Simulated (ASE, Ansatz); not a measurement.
# Localised basis functions on CdS(110) slab, H on both faces (240 atoms), part 2 of 2

Aim: test how closely localised support functions follow the reference on CdS(110) slab, H on both faces (240 atoms), and at what cost. A setting counts as converged where the r.m.s. difference of forces stays under 1 % of the r.m.s. force.

Ansatz 0.2.0; Kohn-Sham DFT, PBE, PAW (set soft_2), plane waves.

The cell: 90 Cd, 90 S and 60 H. Caps of real hydrogen don't mimic the fractional bonds of a polar compound. Beside vacuum, support functions can miss their usual error bounds without a warning. Sampling is at Γ alone, for a cell whose shortest periodic width is 17 Å.

So far. Step 2 (Plane-wave single point): Mean Löwdin charges: Cd +1.26, H -0.15, S -0.93 e (they miss 0.84 % of the electrons, so they add up to more than the cell's charge). The largest share in the top eV of filled states is S p (51 % of the projected weight), and in the lowest eV of empty states Cd s (55 % of the projected weight).

**3. Structure statistics (continued)**

The surroundings of S48, which bears the longest force, nearest first, numbered as they follow in the input and with coordinates relative to it.

```
atom      x      y      z  distance (Å)  bonds  Löwdin charge (e)     Fx     Fy  Fz (eV/Å)
 S48   0.00   0.00   0.00          0.00      4              -0.62   0.08   1.41      -3.11
H196   0.04  -0.72   1.02          1.25      1               0.20   0.06  -1.97       2.64
Cd59  -2.05   1.46  -0.07          2.52      4               1.21   0.06   0.98       0.92
Cd95   2.07   1.45  -0.06          2.53      4               1.21   0.07   0.83       1.07
Cd45   0.02  -1.37  -2.15          2.55      4               1.28   0.15  -0.48       0.28
H199  -2.00   2.47   1.34          3.45      1              -0.49  -0.02   0.15       0.11
H211   2.10   2.49   1.35          3.53      1              -0.49   0.00   0.00       0.01
 S22  -2.00  -2.87  -2.10          4.08      4              -1.09  -0.21  -0.02      -0.73
 S24  -4.10   0.04  -0.04          4.10      4              -0.63   0.04  -0.38      -0.83
 S46   2.08  -2.86  -2.12          4.13      4              -1.09  -0.02  -0.16      -0.38
```

The column of bonds counts only the pairs Cd-S within 2.98 Å, Cd-H within 2.12 Å, S-H within 1.70 Å; other neighbours, such as metal atoms beside each other in a compound, aren't counted, and periodic images can show an atom twice.

**4. Support functions medium**

The cell is solved in localised support functions.

This step: Kohn-Sham DFT, PBE, PAW (set soft_2), localised support functions (medium) (Ansatz 0.2.0).

The input, input.yaml:

```yaml
crystal:
  lattice:
    - [20.56974, 0.0, 0.0]
    - [0.0, 17.454, 0.0]
    - [0.0, 0.0, 25.06096]
  atoms:
    [... the 240 atom lines of step 2 ...]
kpoints:
  mp_grid: { grid: [1, 1, 1] }
hamiltonian:
  xc: pbe
scf:
  occupations: { method: fermi_dirac, width: 0.025 }
  eigensolver: { kind: { support_functions: { accuracy: medium } } }
  mixing: { beta: 0.2 }
  max_iter: 150
output:
  forces: true
```

On the command line:

```
> ansatz run input.yaml --threads 32 --pin off --max-ram 92160MiB --backend cuda --events-out ev --progress --plain --runs-dir out --max-vram 78GiB
```

Numbers of over 12 decimals in the logs are rounded to 6 here.

What it wrote:

```text
Warning: scf.eigensolver.kind.support_functions: disabling space-group detection — the functions' gradient is summed over unrotated k-points, so no spatial operation reduces the k-mesh or symmetrises the density; time reversal is kept, so that k and −k are solved as one point where they differ and the mesh holds both, and exact exchange and, on two spinor components, a DFT+U term hold to it where the run has them: [...]
settings of this run that can trade accuracy for cost: scf.eigensolver.kind.support_functions [...]
[...]
GPU FFT provider: cuFFT
GPU libraries: cuBLAS 13.8.1, cuFFT 12.4.0, cuSOLVER 12.3.2
[...]
Crystal: 240 atoms, lattice volume = 8997.492 Å³
Basis set: ecut = 420 eV, 175885 PW (Γ), exchange–correlation on 288×240×360 points (8 copies of the dense FFT grid, shifted against one another)
Bands: 1440, of which v1, the nominal top of the filled ones, is band 1200 counted from 1 (1199 counted from 0)
Symmetry: 1 space group operations
k-points: 1
[...]
GPU buffer pool allocated for 3110400 grid points (all kernels)
[...]
SCF iter   1: F=—  HF=-825096.983871 eV  |F-HF|=—  |Δ(HF+E_count)|=         —  Δρ=3.84e-2  dr2=2.18e2  ethr=1.00e-1
[...]
SCF iter  17: F=—  HF=-825110.416321 eV  |F-HF|=—  |Δ(HF+E_count)|=   6.75e-6  Δρ=1.17e-5  dr2=1.13e-5  ethr=5.56e-10  κ⁻¹=5.2e-5(r=7)
SCF iter  18: F=-825110.416318 eV  HF=-825110.416319 eV  |F-HF|=6.53e-7  |Δ(HF+E_count)|=   1.92e-6  Δρ=3.80e-6  dr2=1.33e-6  ethr=4.71e-10
SCF 1 converged in 18 iterations: F = -825110.474569 eV  dr2 = 1.33e-6
[...]
SCF converged after 18 iterations
Stability not checked: this state was not tested for a lower state beside it, because the mixer in use, unlike msr1, does not test its closes by its own steps (another_mixer; see scf.mixing.algorithm and scf.lower_state_search)
Free energy (F): -825110.474569 eV
[...]
Internal energy: -825110.474569 eV  (E = F + TS)
E sigma→0 (E₀):  -825110.474569 eV
Fermi energy:    1.506563 eV
[...]
Σ components = -825110.474569   (vs F -825110.474569, Δ=0.00e0)
--- Forces (eV/Å), atoms counted from 1 ---
[... 240 lines of forces left out ...]
  max |Σ_I F_I| component: 3.96e-3 eV/Å
--- Band table (eV) ---
[... left out ...]
  guard bands above this table: 208 of the run's 1440 bands (output.publish_guard_bands: true publishes all)
```

Elapsed: 7.5 s, on 1 × NVIDIA GB200 with 32 threads of Arm Neoverse V2, shared host; peak memory 2.1 GiB.

That memory is the host's; the program planned up to 9.9 GiB on the GPU.

The program notes that the band table was not solved further than the SCF left it and it switched symmetry off.

Keys that differ from the reference: support_functions.accuracy = "medium", scf.max_iter = 150 and scf.mixing.beta = 0.2.

Forces differ from the reference by 1.5 meV/Å r.m.s., 0.33 % of their size, within a tolerance of 1 %; the energy by -1.7 meV/atom. The two runs also began from different starting densities, which bears on cycles and time.

**5. What each setting buys**

Each row is set against the plane-wave reference (Kohn-Sham DFT, PBE, PAW (set soft_2), plane waves; r.m.s. force component 0.448 eV/Å). Energies are set beside the reference only for runs with its functional, potentials and electron count. Times are for 1 × NVIDIA GB200 with 32 threads of Arm Neoverse V2, shared host. The reference's time includes the DOS, which some other runs skip.

```
                     run  Δ force, r.m.s. (meV/Å)  share of r.m.s. force (%)  Δ energy (meV/atom)  Δ gap (eV)  cycles   time  host memory (GiB)  planned on the GPU (GiB)
               reference                        -                          -                    -           -       9  7.1 s                2.9                        26
support functions medium                     1.46                      0.327                -1.71      6.0e-4      18  7.5 s                2.1                       9.9
```

**6. Summary of results**

* free energy per atom: -3437.9586 eV/atom
* r.m.s. force component: 0.4483 eV/Å
* gap (highest filled to lowest empty level): 1.562 eV
* wall time of the 2 DFT runs: 15 s

Against plane waves at 420 eV, the forces differ by 1.5 meV/Å (0.33 %) with support functions medium. Differences between support functions and plane waves include what basis error the plane-wave run still has.

Between filled and empty levels lie 1.56 eV at Γ alone; the mesh holds the band edges only if they fold onto it, so the gap at this level can be narrower or closed, and states at the surface or the caps may set it. With the cutoffs above, all Cd atoms have 4, all H atoms have 1 and all S atoms have 4 bonded neighbours.

What to keep in mind: The geometry was built by rule, was displaced at random and isn't relaxed at this level: its force components are 0.45 eV/Å r.m.s.

[Logs are printed without paths, hosts, clocks, repeated set-up lines and the standing remarks that a program may print on its own settings, such as how far it seeks lower states.]

[Hosts, paths, dates, database ids (printed as entryN), source tags and the programs' standing remarks are cut or masked in the printed files.]
